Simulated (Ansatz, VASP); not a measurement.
C in VASP and in Ansatz

The input POSCAR:

```
C
1.0
    0.0000000000      1.7850000000      1.7850000000
    1.7850000000      0.0000000000      1.7850000000
    1.7850000000      1.7850000000      0.0000000000
C
2
Direct
    0.0000000000      0.0000000000      0.0000000000
    0.2500000000      0.2500000000      0.2500000000
```

The input INCAR.step1:

```
SYSTEM = C
ALGO     = Normal         ! electronic algorithm
EDIFF    = 1E-4           ! SCF threshold, eV
ENCUT    = 600            ! plane-wave cutoff, eV
GGA      = PE             ! functional
ISMEAR   = 0              ! smearing method
LASPH    = .TRUE.         ! aspherical terms in the spheres
LCHARG   = .FALSE.        ! write CHGCAR
LREAL    = .FALSE.        ! projectors in reciprocal space
LWAVE    = .TRUE.         ! write WAVECAR
NELM     = 60             ! most SCF steps
PREC     = Accurate       ! precision mode
SIGMA    = 0.02           ! smearing width, eV
```

The input INCAR.step2:

```
SYSTEM = C
ALGO     = Normal         ! electronic algorithm
EDIFF    = 1E-7           ! SCF threshold, eV
EDIFFG   = -0.005         ! ionic threshold
ENCUT    = 600            ! plane-wave cutoff, eV
IBRION   = 2              ! ionic algorithm
ISIF     = 3              ! what is computed and relaxed
ISMEAR   = 0              ! smearing method
ISTART   = 1            
LASPH    = .TRUE.         ! aspherical terms in the spheres
LCHARG   = .FALSE.        ! write CHGCAR
LMIXTAU  = .TRUE.       
LREAL    = .FALSE.        ! projectors in reciprocal space
LWAVE    = .FALSE.        ! write WAVECAR
METAGGA  = R2SCAN         ! meta-GGA
NELM     = 60             ! most SCF steps
NSW      = 80             ! ionic steps
PREC     = Accurate       ! precision mode
SIGMA    = 0.02           ! smearing width, eV
```

The input KPOINTS:

```
k-points
0
G
  26 26 26
  0 0 0
```

Input for Ansatz:

```yaml
crystal:
  lattice:
    - [0.0, 1.785, 1.785]
    - [1.785, 0.0, 1.785]
    - [1.785, 1.785, 0.0]
  atoms:
    - { symbol: C, position: [0.0, 0.0, 0.0] }
    - { symbol: C, position: [0.25, 0.25, 0.25] }
scf:
  occupations: { method: gaussian, width: 0.02 }
output:
  forces: true
  stress: true
  eigenvalues: true
kpoints:
  mp_grid: { grid: [26, 26, 26] }
hamiltonian:
  xc: r2scan
relax:
  f_tol: 0.005
  adjacent_minimum: "off"
  cell: { stress_tol: 0.02 }
```

Alike in both runs: task relaxation of cell and atoms; functional r2SCAN; k mesh 26 × 26 × 26; occupations gaussian, width 0.02 eV; no spin polarisation.

|  | VASP | Ansatz |
| --- | --- | --- |
| version | VASP 6.6.1 | Ansatz 0.2.0 |
| potentials or method | VASP PAW PBE potentials, release 64 (C) | scalar-relativistic, plane waves, PAW |
| plane-wave cutoff (eV) | 600 | 500 |
| valence electrons in the cell | 8 | 8 |

Ansatz gave:

| Quantity | Value |
| --- | --- |
| gap on the k mesh at the Fermi level, each at its own relaxed structure (eV) | 4.37 |
| relaxed volume (Å³/atom) | 5.64 |
| relaxed cell length with the largest relative difference (Å) | 2.517 |

Problem. Which values does VASP return?

Solution. gap on the k mesh at the Fermi level, each at its own relaxed structure (eV): 4.34; relaxed volume (Å³/atom): 5.65; relaxed cell length with the largest relative difference (Å): 2.518.

Caveats: the PAW data sets were made with another functional, which shifts forces and pressure a little (VASP).
